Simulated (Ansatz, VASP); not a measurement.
# B108N107 (V_N) in two plane-wave programs

Wanted: the spread between two codes on one cell, functional and k mesh. The cell is taken from a series of runs on this material, whose earlier steps may have relaxed, scaled, displaced or heated it; both programs get it as it stands.

Program: Ansatz 0.2.0. Level of theory: plane waves, with VASP 6.6.1 beside it; single point at LDA. Results are calculated unless marked as measured.

**1. Starting point**

The cell holds 215 atoms: 108 B and 107 N. Its edges and angles: a = 10.742 Å, b = 10.742 Å, c = 10.742 Å, α = 90.0°, β = 90.0°, γ = 90.0°. It derives from BN (BN (F-43m)). Nearest the centre at fractional (0.417, 0.417, 0.583): B55 at 1.64 Å, B60 at 1.64 Å, B54 at 1.64 Å, B57 at 1.64 Å, N162 at 2.51 Å, N163 at 2.51 Å, N152 at 2.51 Å, N161 at 2.51 Å. The cell carries charge +2.

**2. Ansatz: single point, LDA**

Ansatz runs on its default PAW (the set named soft_2) files.

A single point gives forces, pressure and levels at one fixed geometry, so differences don't come from the geometry; what else differs is listed under the comparison.

Contents of input.yaml:

```yaml
crystal:
  lattice:
    - [10.74168417, 0.0, 0.0]
    - [0.0, 0.0, -10.74168417]
    - [0.0, 10.74168417, 0.0]
  atoms:
    - { symbol: B, position: [-0.00035366288, -3.662006e-05, 0.00013967277] }
    - { symbol: B, position: [-0.00028309756, 0.16665197108, 0.16675963219] }
    - { symbol: B, position: [0.16632562434, 5.473298e-05, 0.16677004932] }
    - { symbol: B, position: [0.16619493882, 0.16652750551, 0.00030364566] }
    - { symbol: "N", position: [0.08327593769, 0.08339845001, 0.25030948492] }
    - { symbol: "N", position: [0.08322668481, 0.24997715002, 0.08358412371] }
    - { symbol: "N", position: [0.2498576343, 0.08334709076, 0.08358802501] }
    - { symbol: "N", position: [0.25007665223, 0.25019407849, 0.25056186305] }
    - { symbol: B, position: [-0.00027700922, 5.483201e-05, 0.33337184564] }
    - { symbol: B, position: [-0.00029033628, 0.16678383898, 0.50008286185] }
    - { symbol: B, position: [0.16640969159, 4.15774e-05, 0.50008305678] }
    - { symbol: B, position: [0.16643922519, 0.16679803222, 0.33348510704] }
    - { symbol: "N", position: [0.08337347155, 0.08348215176, 0.58352435526] }
    - { symbol: "N", position: [0.08352921864, 0.25019455917, 0.41710797505] }
    - { symbol: "N", position: [0.25008778297, 0.08364617362, 0.41712191157] }
    - { symbol: "N", position: [0.25103832312, 0.25118710994, 0.58343025138] }
    - { symbol: B, position: [-0.00037846592, -1.643123e-05, 0.66686215568] }
    - { symbol: B, position: [-0.0005317813, 0.16652732472, 0.83357619019] }
    - { symbol: B, position: [0.16619786228, -0.00020298554, 0.83357278844] }
    - { symbol: B, position: [0.16580231969, 0.16610239514, 0.66741026539] }
    - { symbol: "N", position: [0.083144045, 0.08325884041, 0.91683390137] }
    - { symbol: "N", position: [0.08324703358, 0.24994885612, 0.75014151429] }
    - { symbol: "N", position: [0.24982864622, 0.08335442861, 0.75013808503] }
    - { symbol: "N", position: [0.24982665023, 0.24995062098, 0.91673525671] }
    - { symbol: B, position: [-0.00037724044, 0.33323673899, 0.00011633028] }
    - { symbol: B, position: [-0.00036288703, 0.50012834388, 0.16667661965] }
    - { symbol: B, position: [0.16640798647, 0.33339526493, 0.16676174127] }
    - { symbol: B, position: [0.16641201362, 0.50001573744, 5.811153e-05] }
    - { symbol: "N", position: [0.08333831305, 0.41661330709, 0.25036683181] }
    - { symbol: "N", position: [0.08321645947, 0.58320131709, 0.08340283375] }
    - { symbol: "N", position: [0.24986802982, 0.41658237278, 0.08350571613] }
    - { symbol: "N", position: [0.24980977963, 0.5832470536, 0.25024357882] }
    - { symbol: B, position: [-0.00028241868, 0.33339760312, 0.33345234035] }
    - { symbol: B, position: [-0.00048136238, 0.50005355496, 0.5000464708] }
    - { symbol: B, position: [0.16610681851, 0.33361288539, 0.50034317573] }
    - { symbol: B, position: [0.1658183673, 0.50066088982, 0.33285746431] }
    - { symbol: "N", position: [0.08323195117, 0.4165920325, 0.58349672246] }
    - { symbol: "N", position: [0.0832136804, 0.58324883825, 0.41683844162] }
    - { symbol: "N", position: [0.25100782184, 0.41654930181, 0.41803983429] }
    - { symbol: "N", position: [0.25101484328, 0.58204797527, 0.5835392742] }
    - { symbol: B, position: [-0.00049673272, 0.33336881635, 0.66673424649] }
    - { symbol: B, position: [-0.00028914861, 0.50001710968, 0.83331621529] }
    - { symbol: B, position: [0.16580393098, 0.33268646826, 0.83399382434] }
    - { symbol: B, position: [0.1661123979, 0.49975150045, 0.66648320287] }
    - { symbol: "N", position: [0.08337371541, 0.41656464717, 0.91660673895] }
    - { symbol: "N", position: [0.08353178422, 0.58297970264, 0.74989300495] }
    - { symbol: "N", position: [0.25104318654, 0.41666035637, 0.74890647562] }
    - { symbol: "N", position: [0.25008833289, 0.58296743497, 0.9164437594] }
    - { symbol: B, position: [-0.00027760083, 0.66672833401, 4.410576e-05] }
    - { symbol: B, position: [-0.00034477496, 0.83340137907, 0.16670039898] }
    - { symbol: B, position: [0.16620741336, 0.66684813838, 0.16653600388] }
    - { symbol: B, position: [0.16632929277, 0.83333267218, 4.688135e-05] }
    - { symbol: "N", position: [0.08311806146, 0.74993895845, 0.25015046129] }
    - { symbol: "N", position: [0.08317878744, 0.91659771904, 0.08349469136] }
    - { symbol: "N", position: [0.24985473252, 0.74983909569, 0.08340576543] }
    - { symbol: "N", position: [0.24985321958, 0.91668483574, 0.25025321061] }
    - { symbol: B, position: [-0.00050706409, 0.66685095772, 0.33324808474] }
    - { symbol: B, position: [-0.00036315297, 0.83341944696, 0.4999697078] }
    - { symbol: B, position: [0.16582358613, 0.66723598366, 0.49943463246] }
    - { symbol: B, position: [0.16620505996, 0.83356335742, 0.33325274139] }
    - { symbol: "N", position: [0.08334259546, 0.74971951705, 0.58347486829] }
    - { symbol: "N", position: [0.08321835528, 0.91668543691, 0.41688782862] }
[... 39 lines left out ...]
    - { symbol: "N", position: [0.41646603514, 0.41659197617, 0.2502649792] }
    - { symbol: "N", position: [0.4164732455, 0.58318831387, 0.08350594485] }
    - { symbol: "N", position: [0.58307501768, 0.41658823524, 0.08351071936] }
    - { symbol: "N", position: [0.58286311095, 0.58298201993, 0.25056013082] }
    - { symbol: B, position: [0.33329969427, 0.33361280371, 0.33315102982] }
    - { symbol: B, position: [0.32824587486, 0.5048161772, 0.49527961435] }
    - { symbol: B, position: [0.50463924935, 0.32842404216, 0.49525475787] }
    - { symbol: B, position: [0.49944630471, 0.49976000707, 0.33314586783] }
    - { symbol: "N", position: [0.41651223671, 0.58205250669, 0.41803937739] }
    - { symbol: "N", position: [0.58187198811, 0.41666380082, 0.4180740792] }
    - { symbol: "N", position: [0.58187142188, 0.58201673942, 0.58342774719] }
    - { symbol: B, position: [0.32821727229, 0.32842189575, 0.6716800916] }
    - { symbol: B, position: [0.33330736617, 0.49975025689, 0.83371998997] }
    - { symbol: B, position: [0.4994655256, 0.33359778738, 0.83373724203] }
    - { symbol: B, position: [0.50463367618, 0.50484155721, 0.67167493718] }
    - { symbol: "N", position: [0.41646673803, 0.41658939016, 0.91674112831] }
    - { symbol: "N", position: [0.41639917023, 0.58201369165, 0.7489052364] }
    - { symbol: "N", position: [0.58186458698, 0.41656975608, 0.74890133296] }
    - { symbol: "N", position: [0.58310550414, 0.58323223725, 0.91673225754] }
    - { symbol: B, position: [0.33303859367, 0.66664380706, 5.826006e-05] }
    - { symbol: B, position: [0.33292759615, 0.83341917178, 0.16668296244] }
    - { symbol: B, position: [0.49966018113, 0.66664960263, 0.16676134588] }
    - { symbol: B, position: [0.4998216923, 0.83343605246, 0.00012071286] }
    - { symbol: "N", position: [0.41644360424, 0.74971808216, 0.2503727013] }
    - { symbol: "N", position: [0.41646513768, 0.91659556464, 0.08349594696] }
    - { symbol: "N", position: [0.58307958239, 0.74983098531, 0.08358419671] }
    - { symbol: "N", position: [0.58307786514, 0.91650653929, 0.25026254082] }
    - { symbol: B, position: [0.33239638205, 0.66723868429, 0.33286005548] }
    - { symbol: B, position: [0.33300287292, 0.83353709463, 0.50005050337] }
    - { symbol: B, position: [0.49944353336, 0.66694893746, 0.5003379416] }
    - { symbol: B, position: [0.49965911343, 0.83333779271, 0.33345427368] }
    - { symbol: "N", position: [0.4164667808, 0.74982457563, 0.58349736169] }
    - { symbol: "N", position: [0.41647121726, 0.91658256877, 0.41690395941] }
    - { symbol: "N", position: [0.58286221795, 0.74952793764, 0.41710755201] }
    - { symbol: "N", position: [0.58307373481, 0.91657828341, 0.58350515748] }
    - { symbol: B, position: [0.33330633313, 0.66694535542, 0.66648069067] }
    - { symbol: B, position: [0.33304084708, 0.83334457247, 0.83331915293] }
    - { symbol: B, position: [0.50036987038, 0.66725497845, 0.83399213848] }
    - { symbol: B, position: [0.4996898867, 0.83355237798, 0.66673610899] }
    - { symbol: "N", position: [0.41649174073, 0.74968296102, 0.91660865765] }
    - { symbol: "N", position: [0.41647273679, 0.91657633578, 0.75010929086] }
    - { symbol: "N", position: [0.58310904637, 0.74981087182, 0.75014009375] }
    - { symbol: "N", position: [0.58307772048, 0.91666456012, 0.91674622543] }
    - { symbol: B, position: [0.66641948544, 6.096716e-05, 4.357711e-05] }
    - { symbol: B, position: [0.66653456921, 0.16652392682, 0.16650974325] }
    - { symbol: B, position: [0.83309660458, -3.885468e-05, 0.16668839481] }
    - { symbol: B, position: [0.8330012609, 0.16664251214, 3.884084e-05] }
    - { symbol: "N", position: [0.74979677088, 0.08326016222, 0.25017956447] }
    - { symbol: "N", position: [0.74971317994, 0.24998267124, 0.08342442604] }
    - { symbol: "N", position: [0.9164698535, 0.08330711016, 0.08350219183] }
    - { symbol: "N", position: [0.91655078391, 0.24997931793, 0.25025846802] }
    - { symbol: B, position: [0.66652688585, -0.00020116216, 0.33324051352] }
    - { symbol: B, position: [0.66696671081, 0.16609114969, 0.49943999003] }
    - { symbol: B, position: [0.83308014646, -2.108166e-05, 0.49997511577] }
    - { symbol: B, position: [0.83325748277, 0.16652947, 0.33323756468] }
    - { symbol: "N", position: [0.74956590842, 0.08349306862, 0.58346737563] }
    - { symbol: "N", position: [0.74969693832, 0.24995539856, 0.41686172023] }
    - { symbol: "N", position: [0.91655056922, 0.0833500096, 0.41689308585] }
    - { symbol: "N", position: [0.91647863124, 0.24998504402, 0.58350414601] }
    - { symbol: B, position: [0.66628783295, 4.69935e-05, 0.66673124674] }
    - { symbol: B, position: [0.66628394636, 0.16677953901, 0.83332675921] }
    - { symbol: B, position: [0.83299921885, 6.356774e-05, 0.83346018409] }
    - { symbol: B, position: [0.83301231536, 0.16677408021, 0.66672793759] }
    - { symbol: "N", position: [0.74966355091, 0.0833995289, 0.91669449388] }
    - { symbol: "N", position: [0.74940546812, 0.25021364811, 0.74987928214] }
    - { symbol: "N", position: [0.91639380769, 0.0833491503, 0.75011134083] }
    - { symbol: "N", position: [0.91639476468, 0.24998170398, 0.91674305329] }
    - { symbol: B, position: [0.66629121382, 0.33337618292, 5.305397e-05] }
    - { symbol: B, position: [0.66627521046, 0.50002192012, 0.16674999544] }
    - { symbol: B, position: [0.83307720046, 0.33323835983, 0.16666035055] }
    - { symbol: B, position: [0.83308153073, 0.50012801479, 0.00011901972] }
    - { symbol: "N", position: [0.74957366017, 0.41656952181, 0.25040298301] }
    - { symbol: "N", position: [0.74970907221, 0.58320068064, 0.08358125146] }
    - { symbol: "N", position: [0.91646025417, 0.41659265263, 0.08348828907] }
    - { symbol: "N", position: [0.91637196656, 0.58320404582, 0.25024529475] }
    - { symbol: B, position: [0.66695294897, 0.332691686, 0.33284027119] }
    - { symbol: B, position: [0.66667818911, 0.49975645547, 0.50034074274] }
    - { symbol: B, position: [0.83325330991, 0.3333697964, 0.50005438025] }
    - { symbol: B, position: [0.8330151648, 0.50002284378, 0.33345129727] }
    - { symbol: "N", position: [0.74970841641, 0.4165917962, 0.58349815597] }
    - { symbol: "N", position: [0.74941195985, 0.58297143215, 0.41711582242] }
    - { symbol: "N", position: [0.91647387183, 0.41658645245, 0.41689844397] }
    - { symbol: "N", position: [0.91647547128, 0.58318972103, 0.5835011583] }
    - { symbol: B, position: [0.66669723392, 0.33359819717, 0.66650378989] }
    - { symbol: B, position: [0.66697049244, 0.50066507732, 0.83400838973] }
    - { symbol: B, position: [0.83301425776, 0.33337718107, 0.83332867725] }
    - { symbol: B, position: [0.83325388407, 0.50004862421, 0.66673085801] }
    - { symbol: "N", position: [0.74957020838, 0.41662632446, 0.91659711534] }
    - { symbol: "N", position: [0.74970236815, 0.58323054143, 0.75013296156] }
    - { symbol: "N", position: [0.9164800565, 0.41658698519, 0.75010416709] }
    - { symbol: "N", position: [0.91655314816, 0.58319884287, 0.91673829102] }
    - { symbol: B, position: [0.66652871016, 0.66686493735, 0.00029976637] }
    - { symbol: B, position: [0.66640594712, 0.83334144133, 0.1667597938] }
    - { symbol: B, position: [0.83300119508, 0.66673179491, 0.16676393846] }
    - { symbol: B, position: [0.83309585533, 0.83341447102, 0.00013834626] }
    - { symbol: "N", position: [0.7496573646, 0.749782112, 0.25030624624] }
    - { symbol: "N", position: [0.74975140451, 0.91659070582, 0.08350343468] }
    - { symbol: "N", position: [0.91645877428, 0.74988022997, 0.08349214206] }
    - { symbol: "N", position: [0.91646056306, 0.91659763906, 0.2502123578] }
    - { symbol: B, position: [0.66625753238, 0.66661998589, 0.33348018016] }
    - { symbol: B, position: [0.66627332041, 0.83334644486, 0.50008338446] }
    - { symbol: B, position: [0.83301394602, 0.66664772637, 0.50007850434] }
    - { symbol: B, position: [0.83300091085, 0.83333458587, 0.33336932928] }
    - { symbol: "N", position: [0.74957627754, 0.74968483782, 0.5835200081] }
    - { symbol: "N", position: [0.74970783699, 0.91650685365, 0.41689266857] }
    - { symbol: "N", position: [0.9163726655, 0.74984132908, 0.41688380808] }
    - { symbol: "N", position: [0.91646139439, 0.91659976556, 0.58349821273] }
    - { symbol: B, position: [0.66695281639, 0.66725608431, 0.66740666806] }
    - { symbol: B, position: [0.66653399086, 0.83359195049, 0.8335778345] }
    - { symbol: B, position: [0.83325928717, 0.66686334873, 0.833569152] }
    - { symbol: B, position: [0.83307568864, 0.8334382592, 0.66686192139] }
    - { symbol: "N", position: [0.74979938025, 0.74991632112, 0.91683025668] }
    - { symbol: "N", position: [0.74971248612, 0.91666767448, 0.75011088056] }
    - { symbol: "N", position: [0.91655467951, 0.74983222856, 0.75010916412] }
    - { symbol: "N", position: [0.91647001662, 0.91659148864, 0.91678569534] }
  host:
    repeats: [3, 3, 3]
    atoms:
      - { symbol: B, position: [0.0, 0.0, 0.0] }
      - { symbol: B, position: [0.0, 0.5, 0.5] }
      # ... 6 more atoms of the perfect host
total_charge: 2
basis:
  ecutwfc: 420
  xc_grid: 2
hamiltonian:
  xc: lda
kpoints:
  mp_grid: { grid: [1, 1, 1] }
magnetization:
  spin_polarized: true
  initial_magnetization: 1
  spin_locking: { lock_magnetization: hard }
scf:
  occupations: { method: fermi_dirac, width: 0.01 }
  max_iter: 80
output:
  forces: true
  charged_corrections:
    epsilon: 4.61
    static_epsilon: 6.79
    defect_position: [0.416667, 0.416667, 0.583333]
checkpoint:
  read: "../qp2_M1.relax_smeared.run"
  write: "../cc2.qp2_M1.l0.5.run"
  compress: false
  write_wavefunctions: false
  write_every: 100000
```

Run with:

```console
> ansatz run input.yaml --threads 12 --pin off --max-ram 56524MiB --backend cuda --events-out ev --progress --plain --runs-dir out
```

The program printed:

```text
Warning: the structure is left as typed, atoms and lattice, because the structure lies near a more symmetric one, of 6 operations (crystal.symmetry.tolerance = 1.0e-5, fractional), and moving it onto  [...]
Warning: checkpoint.read: the run can stay near the saved state's solution: 215 site(s) moved relative to the saved geometry (max |Δs| = 3.841e-4 fractional); the SCF starts from the saved state under [...]
Engine: ansatz 0.2.0, aarch64-unknown-linux-gnu
[...]
Pseudopotential: B, paw, valence charge 3, recommended cutoff 420 eV (normal), B.paw.azcp
Pseudopotential: N, paw, valence charge 5, recommended cutoff 420 eV (normal), N.paw.azcp
Functional definition: SPW92
[...]
Crystal: 215 atoms, lattice volume = 1239.416 Å³
Basis set: ecut = 420 eV, 24207 PW (Γ), exchange–correlation on 144×144×144 points (8 copies of the dense FFT grid, shifted against one another)
Bands: 644, of which v1, the nominal top of the filled ones, is band 429 counted from 1 (428 counted from 0)
[...]
Space group: P1 (ITA 1), of the structure as read, at distance tolerance 5.1e-5 Å
[...]
k-points: 1
[...]
SCF 1 converged in 6 iterations: F = -56502.760477 eV  dr2 = 5.13e-9
[...]
SCF converged after 6 iterations
[...]
```

(Part 1 of 2 ends here.)

[Lines on the potential files, build, host, timing and source positions are cut from VASP's logs without a mark.]

[Logs are printed without paths, hosts, clocks, repeated set-up lines and the standing remarks that a program may print on its own settings, such as how far it seeks lower states.]

[Hosts, paths, dates, database ids (printed as entryN), source tags and the programs' standing remarks are cut or masked in the printed files.]
